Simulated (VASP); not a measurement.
# Ti2O (P-3m1) in VASP: further runs

The runs below take Ti2O through density of states, single point, core levels, equation of state, with optB86b-vdW, TB-mBJ, AM05, PBEsol.

All numbers are computed with VASP 6.6.1; they aren't measurements. Logs are shortened: lines on timing, memory, paths and dates and some standing lists are left out, and cuts for length are marked.

### 1 Starting point

It takes space group P-3m1 (No. 164, trigonal). Conventional cell: a = 2.919 Å, b = 2.919 Å, c = 4.713 Å, α = 90.00°, β = 90.00°, γ = 120.00°. Around Ti (site symmetry 3m) lie 3 O at 2.14 Å. O (site symmetry -3m) has 6 Ti at 2.14 Å as nearest neighbours.

### 2 Density of states, optB86b-vdW

POSCAR reads:

```
Ti2O
1.0
    2.9194000000      0.0000000000      0.0000000000
   -1.4597000000      2.5282745638      0.0000000000
    0.0000000000      0.0000000000      4.7130000000
Ti O
2 1
Direct
    0.3333333333      0.6666666667      0.7212600000
    0.6666666667      0.3333333333      0.2787400000
    0.0000000000      0.0000000000      0.0000000000
```

INCAR.step1 reads:

```
PREC = Accurate
ENCUT = 900
EDIFF = 1E-6
ISMEAR = 0
SIGMA = 0.1
LREAL = F
LASPH = T
NELM = 80
ALGO = Normal
ISIF = 2
LWAVE = F
LCHARG = T
LMAXMIX = 4
GGA = MK
LUSE_VDW = T
AGGAC = 0.0
PARAM1 = 0.1234
PARAM2 = 1.0
```

KPOINTS.step1 reads:

```
Automatic mesh
0
Gamma
  10 10 6
```

INCAR.step2 reads:

```
PREC = Accurate
ENCUT = 900
EDIFF = 1E-6
ISMEAR = -5
SIGMA = 0.1
LREAL = F
LASPH = T
NELM = 80
ALGO = Normal
ISIF = 2
LWAVE = F
LCHARG = F
LMAXMIX = 4
GGA = MK
LUSE_VDW = T
AGGAC = 0.0
PARAM1 = 0.1234
PARAM2 = 1.0
LORBIT = 11
NEDOS = 2001
ICHARG = 11
```

KPOINTS.step2 reads:

```
Automatic mesh
0
Gamma
  15 15 9
```

Potentials or basis: VASP PAW PBE potentials, release 64 (Ti_sv, O_h).

Launch:

```bash
$ cat potpaw_PBE.64/Ti_sv/POTCAR potpaw_PBE.64/O_h/POTCAR > POTCAR
$ cp INCAR.step1 INCAR
$ cp KPOINTS.step1 KPOINTS
$ mpirun -np 1 vasp_std > vasp.out
$ cp INCAR.step2 INCAR
$ cp KPOINTS.step2 KPOINTS
$ mpirun -np 1 vasp_std > vasp.out
```

OUTCAR:

```text
PREC = Accurate
   ENCUT = 900
   EDIFF = 1E-6
   ISMEAR = -5
   LREAL = F
   LASPH = T
   NELM = 80
   ISIF = 2
   GGA = MK
   LORBIT = 11
   ICHARG = 11

 ion  position               nearest neighbor table
   1  0.333  0.667  0.721-   3 2.14   3 2.14   3 2.14   2 2.68   2 2.68   2 2.68
   2  0.667  0.333  0.279-   3 2.14   3 2.14   3 2.14   1 2.68   1 2.68   1 2.68
   3  0.000  0.000  0.000-   1 2.14   2 2.14   1 2.14   2 2.14   2 2.14   1 2.14

  LATTYP: Found a hexagonal cell.
 ALAT       =     2.9194000000
 C/A-ratio  =     1.6143728163

  Lattice vectors:

 A1 = (   2.9194000000,   0.0000000000,   0.0000000000)
 A2 = (  -1.4597000000,   2.5282745638,   0.0000000000)
 A3 = (   0.0000000000,   0.0000000000,   4.7130000000)

Analysis of symmetry for initial positions (statically):
=====================================================================
 Subroutine PRICEL returns:
 Original cell was already a primitive cell.

 Routine SETGRP: Setting up the symmetry group for a
 hexagonal supercell.

 Subroutine GETGRP returns: Found 12 space group operations
 (whereof 12 operations were pure point group operations)
 out of a pool of 24 trial point group operations.

The static configuration has the point symmetry D_3d.

Analysis of symmetry for dynamics (positions and initial velocities):
=====================================================================
 Subroutine PRICEL returns:
 Original cell was already a primitive cell.

 Routine SETGRP: Setting up the symmetry group for a
 hexagonal supercell.

 Subroutine GETGRP returns: Found 12 space group operations
 (whereof 12 operations were pure point group operations)
 out of a pool of 24 trial point group operations.

The dynamic configuration has the point symmetry D_3d.

 Subroutine INISYM returns: Found 12 space group operations
 (whereof 12 operations are pure point group operations),
 and found     1 'primitive' translations

----------------------------------------------------------------------------------------

                                     Primitive cell

  volume of cell :      34.7869

  direct lattice vectors                    reciprocal lattice vectors
     2.919400000  0.000000000  0.000000000     0.342536138  0.197763331  0.000000000
    -1.459700000  2.528274564  0.000000000     0.000000000  0.395526662  0.000000000
     0.000000000  0.000000000  4.713000000     0.000000000  0.000000000  0.212179079

  length of vectors
     2.919400000  2.919400000  4.713000000     0.395526662  0.395526662  0.212179079

  position of ions in fractional coordinates (direct lattice)
     0.333333333  0.666666667  0.721260000
     0.666666667  0.333333333  0.278740000
     0.000000000  0.000000000  0.000000000

  ion indices of the primitive-cell ions
   primitive index   ion index
                 1           1
                 2           2
                 3           3

----------------------------------------------------------------------------------------

 KPOINTS: Automatic mesh

Automatic generation of k-mesh.
 Grid dimensions read from file:
 generate k-points for:   15   15    9

 Generating k-lattice:

  Cartesian coordinates                     Fractional coordinates (reciprocal lattice)
     0.022835743  0.013184222  0.000000000     0.066666667  0.000000000  0.000000000
     0.000000000  0.026368444  0.000000000     0.000000000  0.066666667  0.000000000
     0.000000000  0.000000000  0.023575453     0.000000000  0.000000000  0.111111111

  Length of vectors
     0.026368444  0.026368444  0.023575453

  Shift w.r.t. Gamma in fractional coordinates (k-lattice)
     0.000000000  0.000000000  0.000000000

 TETIRR: Found   2940 inequivalent tetrahedra from    12150

 Subroutine IBZKPT returns following result:
 ===========================================

 Found    211 irreducible k-points:

 Following reciprocal coordinates:
            Coordinates               Weight
  0.000000  0.000000  0.000000      1.000000
  0.066667  0.000000  0.000000      6.000000
  0.133333  0.000000  0.000000      6.000000
  0.200000  0.000000  0.000000      6.000000
  0.266667  0.000000  0.000000      6.000000
  0.333333  0.000000  0.000000      6.000000
[... 42 lines left out ...]
 -0.066667  0.333333  0.111111     12.000000
  0.333333  0.066667  0.111111     12.000000
 [... further k-points ...]
   k-points           NKPTS =    211   k-points in BZ     NKDIM =    211   number of bands    NBANDS=     19
   number of dos      NEDOS =   2001   number of ions     NIONS =      3
   total plane-waves  NPLWV =  43200
   dimension x,y,z NGX =    30 NGY =   30 NGZ =   48
   dimension x,y,z NGXF=    60 NGYF=   60 NGZF=   96
   ions per type =               2   1
   NGX,Y,Z   is equivalent  to a cutoff of  17.08, 17.08, 16.93 a.u.
   NGXF,Y,Z  is equivalent  to a cutoff of  34.17, 34.17, 33.86 a.u.
 SYSTEM =  unknown system
   PREC   = accura    normal or accurate (medium, high low for compatibility)
   ISTART =      0    job   : 0-new  1-cont  2-samecut
   ICHARG =     11    charge: 1-file 2-atom 10-const
   ISPIN  =      1    spin polarized calculation?
   LNONCOLLINEAR =      F non collinear calculations
   LSORBIT =      F    spin-orbit coupling
   LASPH  =      T    aspherical Exc in radial PAW
   ENCUT  =  900.0 eV  66.15 Ry    8.13 a.u.   7.14  7.14 11.53*2*pi/ulx,y,z
   NELM   =     80;   NELMIN=  2; NELMDL=  0     # of ELM steps
   EDIFF  = 0.1E-05   stopping-criterion for ELM
   LREAL  =      F    real-space projection
[... 11 lines left out ...]
   EMIN   =  10.00;   EMAX   =-10.00  energy-range for DOS
   EFERMI =   0.00;   METHOD = LEGACY
   ISMEAR =    -5;   SIGMA  =   0.10  broadening in eV -4-tet -1-fermi 0-gaus
   EFERMI_NEDOS =   21; number of points for ismear=-14 and -15
   IALGO  =     38    algorithm
   IMIX   =      4    mixing-type and parameters
     AMIX     =   0.40;   BMIX     =  1.00
     AMIX_MAG =   1.60;   BMIX_MAG =  1.00
  volume/ion in A,a.u.               =      11.60        78.25
  Fermi-wavevector in a.u.,A,eV,Ry     =   1.558273  2.944709 33.037859  2.428214
  Thomas-Fermi vector in A             =   2.661801
   LORBIT       =     11    0 simple, 1 ext, 2 COOP (PROOUT), +10 PAW based schemes
   GGA     = MK    functional components
   LHFCALC =     F    Hartree Fock is set to
   AEXX    =    0.0000 exact exchange contribution
   IVDW_NL    =     1    kernel type
   BPARAM     = 6.3000
   IVDW    =     0    specifies the selected vdW correction
   LEPSILON=     F    determine dielectric tensor
   LRPA    =     F    only Hartree local field effects (RPA)
 non-spin polarized calculation
 Fermi weights with tetrahedron method with Bloechl corrections
  energy-cutoff  :      900.00
  volume of cell :       34.79
 maximum number of plane-waves:      2154
 NGX is ok and might be reduce to    30

 number of electron      29.9999999 magnetization

 Free energy of the ion-electron system (eV)
  ---------------------------------------------------
  ext. energy  EPLUGINS =         0.00000000
  ---------------------------------------------------
  free energy    TOTEN  =       -19.06641212 eV

  energy without entropy =      -19.06641212  energy(sigma->0) =      -19.06641212

 E-fermi :  10.5950     XC(G=0): -12.6063

 val. band max:       10.6193806492   @ k =   0.2000   0.0000   0.2222
 cond. band min:      10.5319440514   @ k =   0.2667   0.0667   0.3333
 fundamental gap:     -0.0874365978
 Fermi energy:        10.5949861876

 k-point     1 :       0.0000    0.0000    0.0000
  band No.  band energies     occupation
      1     -46.4455      2.00000
      2     -46.2620      2.00000
      3     -23.2849      2.00000
      4     -22.5060      2.00000
      5     -22.5060      2.00000
      6     -22.3954      2.00000
[... 11 lines left out ...]
     18      11.4703      0.00000
     19      11.4706      0.00000

 k-point     2 :       0.0667    0.0000    0.0000
  band No.  band energies     occupation
      1     -46.4402      2.00000
      2     -46.2602      2.00000
      3     -23.2711      2.00000
      4     -22.5387      2.00000
      5     -22.5145      2.00000
      6     -22.4076      2.00000
[... 11 lines left out ...]
     18      11.4378      0.00000
     19      11.4512      0.00000

 k-point     3 :       0.1333    0.0000    0.0000
  band No.  band energies     occupation
      1     -46.4248      2.00000
      2     -46.2553      2.00000
      3     -23.2311      2.00000
      4     -22.6197      2.00000
      5     -22.5379      2.00000
      6     -22.4807      2.00000
[... 11 lines left out ...]
     18      11.5761      0.00000
     19      11.8737      0.00000

 k-point     4 :       0.2000    0.0000    0.0000
  band No.  band energies     occupation
      1     -46.4013      2.00000
      2     -46.2487      2.00000
      3     -23.1701      2.00000
      4     -22.7305      2.00000
      5     -22.5819      2.00000
      6     -22.5708      2.00000
[... 11 lines left out ...]
     18      11.9003      0.00000
     19      12.1224      0.00000

 k-point     5 :       0.2667    0.0000    0.0000
  band No.  band energies     occupation
      1     -46.3730      2.00000
      2     -46.2424      2.00000
      3     -23.0976      2.00000
      4     -22.8554      2.00000
      5     -22.6857      2.00000
      6     -22.6068      2.00000
[... 11 lines left out ...]
     18      12.3349      0.00000
     19      12.3898      0.00000
[... 686 lines left out ...]
      2     -46.2402      2.00000
      3     -23.0671      2.00000
      4     -22.9709      2.00000
      5     -22.7221      2.00000
      6     -22.6341      2.00000
[... 11 lines left out ...]
     18      12.6475      0.00000
     19      12.8161      0.00000

 k-point    38 :       0.0000    0.3333    0.1111
  band No.  band energies     occupation
      1     -46.3419      2.00000
      2     -46.2404      2.00000
      3     -23.0454      2.00000
      4     -22.9240      2.00000
      5     -22.8097      2.00000
      6     -22.6379      2.00000
[... 11 lines left out ...]
     18      12.6779      0.00000
     19      12.9906      0.00000

 k-point    39 :       0.4000    0.0000    0.1111
  band No.  band energies     occupation
      1     -46.3168      2.00000
      2     -46.2394      2.00000
      3     -23.1016      2.00000
      4     -23.0069      2.00000
      5     -22.7371      2.00000
      6     -22.6598      2.00000
[... 11 lines left out ...]
     18      13.0920      0.00000
     19      13.1873      0.00000

 k-point    40 :       0.0000    0.4000    0.1111
  band No.  band energies     occupation
      1     -46.3166      2.00000
      2     -46.2395      2.00000
      3     -23.0864      2.00000
      4     -22.9726      2.00000
      5     -22.8062      2.00000
      6     -22.6621      2.00000
[... 11 lines left out ...]
     18      13.2549      0.00000
     19      13.4246      0.00000

 [... further k-points ...]
[... 5 lines left out ...]
  --------------------------------------------------------------------------------------
  -------------------------------------------------------------------------------------
  Total        1.2617304      1.2617304      2.5901556      0.0000000      0.0000000     -0.0000000
  in kB       58.1114706     58.1114706    119.2947004      0.0000000      0.0000000     -0.0000000
  external PRESSURE =      78.5058805 kB  Pullay stress =       0.0000000 kB

 VOLUME and BASIS-vectors are now :
 -----------------------------------------------------------------------------
  energy-cutoff  :      900.00
  volume of cell :       34.79
      direct lattice vectors                 reciprocal lattice vectors
     2.919400000  0.000000000  0.000000000     0.342536138  0.197763331  0.000000000
    -1.459700000  2.528274564  0.000000000     0.000000000  0.395526662  0.000000000
     0.000000000  0.000000000  4.713000000     0.000000000  0.000000000  0.212179079

 POSITION                                       TOTAL-FORCE (eV/Angst)
 -----------------------------------------------------------------------------------
     -0.00000      1.68552      3.39930        -0.000000      0.000000      1.035118
      1.45970      0.84276      1.31370         0.000000      0.000000     -1.035118
      0.00000      0.00000      0.00000        -0.000000      0.000000      0.000000
 -----------------------------------------------------------------------------------
    total drift:                               -0.000000      0.000000     -0.000000

  FREE ENERGIE OF THE ION-ELECTRON SYSTEM (eV)
  ---------------------------------------------------
  free  energy   TOTEN  =       -19.0664121241 eV

  energy  without entropy=      -19.0664121241  energy(sigma->0) =      -19.06641212

Total vdW correction in eV:      4.8005707

 total charge

# of ion       s       p       d       tot
------------------------------------------
    1        2.219   6.188   1.961  10.368
    2        2.219   6.188   1.961  10.368
    3        1.032   2.344   0.000   3.376
--------------------------------------------------
tot          5.470  14.720   3.922  24.112
```

Wall time 3.2 min (1 thread of AMD EPYC 9R45 (Zen 5), shared host); peak memory 0.63 GiB.

What came out:

```
Valence electrons inside the program's atomic spheres : Ti 10.37; O 3.38
```

Levels at points of the mesh, in eV from the Fermi level:
```
           k point  band 11  band 12  band 13  band 14  band 15  band 16  band 17  band 18  band 19
(0.00, 0.00, 0.00)    -5.79    -5.79    -3.69    -0.50     0.32     0.40     0.40     0.88     0.88
```

States per cell in windows of 1 eV (zero at the Fermi level; states under -8 eV left out):
```tsv
from (eV)	total	Ti1_d	Ti2_d	O3_p	Ti1_p	Ti2_p	Ti1_s
-8.0	2.33	0.10	0.10	0.78	0.04	0.04	0.06
-7.0	2.97	0.19	0.19	1.16	0.04	0.04	0.02
-6.0	0.33	0.02	0.02	0.14	0.00	0.00	0.00
-5.0	0.00	0.00	0.00	0.00	0.00	0.00	0.00
-4.0	0.06	0.00	0.00	0.00	0.00	0.00	0.01
-3.0	1.37	0.28	0.28	0.03	0.05	0.05	0.06
-2.0	2.79	0.78	0.78	0.05	0.10	0.10	0.04
-1.0	1.80	0.56	0.56	0.05	0.04	0.04	0.03
0.0	2.03	0.82	0.82	0.04	0.01	0.01	0.00
1.0	3.90	1.59	1.59	0.14	0.01	0.01	0.01
2.0	2.08	0.90	0.90	0.05	0.01	0.01	0.00
3.0	0.00	0.00	0.00	0.00	0.00	0.00	0.00
4.0	0.00	0.00	0.00	0.00	0.00	0.00	0.00
5.0	0.00	0.00	0.00	0.00	0.00	0.00	0.00
```

Caveat: the cutoff is under 1.25 times the usual one of these potentials, so pressure, stress and relaxed cells hold a basis-set (Pulay) error; the PAW data sets were made with another functional, which shifts forces and pressure a little; semilocal functionals often make such compounds metallic where correlation or magnetic order opens a gap, which also shifts bond lengths; tetrahedron occupations give inexact forces and stress in metals.

### 3 Single point, TB-mBJ (volume scaled by 0.96)

POSCAR reads:

```
Ti2O
1.0
    2.8799438119      0.0000000000      0.0000000000
   -1.4399719060      2.4941045026      0.0000000000
    0.0000000000      0.0000000000      4.6493030025
Ti O
2 1
Cartesian
   -0.0000000002      1.6627363351      3.3533562836
    1.4399719061      0.8313681675      1.2959467189
    0.0000000000      0.0000000000      0.0000000000
```

INCAR.step1 reads:

```
SYSTEM = Ti2O
PREC = Accurate ; ENCUT = 400
EDIFF = 1E-5 ; ISMEAR = -5
SIGMA = 0.005 ; LREAL = .False.
LASPH = .True. ; NELM = 80
ALGO = Normal ; ISIF = 2
LWAVE = .True. ; LCHARG = .False.
AMIX = 0.1 ; GGA = PE
```

INCAR.step2 reads:

```
SYSTEM = Ti2O
PREC = Accurate ; ENCUT = 400
EDIFF = 1E-7 ; ISMEAR = -5
SIGMA = 0.005 ; LREAL = .False.
LASPH = .True. ; NELM = 80
ALGO = Normal ; ISIF = 2
LWAVE = .False. ; LCHARG = .False.
METAGGA = MBJ ; AMIX = 0.1
ISTART = 1
```

KPOINTS reads:

```
Automatic mesh
0
Gamma
  3 3 2
  0 0 0
```

Potentials or basis: VASP PAW PBE potentials, release 64 (Ti_sv, O_s).

Launch:

```bash
$ cat potpaw_PBE.64/Ti_sv/POTCAR potpaw_PBE.64/O_s/POTCAR > POTCAR
$ cp INCAR.step1 INCAR
$ mpirun -np 1 vasp_std > vasp.out
$ cp INCAR.step2 INCAR
$ mpirun -np 1 vasp_std > vasp.out
```

Run time: 38 s. Hardware: 1 thread of AMD EPYC 9R45 (Zen 5), shared host; peak memory 0.1 GiB.

The run converged, but some of its settings lie outside the range that counts as converged, so its numbers aren't taken as properties of the crystal.

Results:

| Property | Result |
| --- | --- |
| Band gap on the k mesh | none (metal or under the smearing width) |

Caveat: the k mesh is coarse (spacing up to 0.84 Å⁻¹), so the values aren't converged; the PAW data sets were made with another functional, which shifts forces and pressure a little; semilocal functionals often make such compounds metallic where correlation or magnetic order opens a gap, which also shifts bond lengths; tetrahedron occupations give inexact forces and stress in metals.

(Continued in part 2 of 2.)
